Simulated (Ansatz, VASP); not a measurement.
One calculation of C, two programs

```
C
1.0
    -1.55912    1.55912    1.98017
     1.55912   -1.55912    1.98017
     1.55912    1.55912   -1.98017
C
3
Direct
  0.50000 0.00000 0.50000
  0.00000 0.50000 0.50000
  0.00000 0.00000 0.00000
```

Alike in both runs: functional PBE; k mesh 8 × 8 × 8; occupations gaussian, width 0.1 eV; no spin polarisation.

Ansatz relaxed the structure, and its values are those at the end. VASP's run is a single point on that final structure, the one shown.

|  | VASP | Ansatz |
| --- | --- | --- |
| version | VASP 6.6.1 | Ansatz 0.2.0 |
| potentials or method | VASP PAW PBE potentials, release 64 (C) | scalar-relativistic, plane waves, PAW |
| plane-wave cutoff (eV) | 520 | 420 |
| valence electrons in the cell | 12 | 12 |

|  | VASP | Ansatz | Ansatz less VASP |
| --- | --- | --- | --- |
| gap on the k mesh at the Fermi level (eV) | none | none | - |
| pressure (GPa) | 0.4 | 0.1 | -0.30 |

A gap of «none» marks a metal or a gap that the smearing closes.
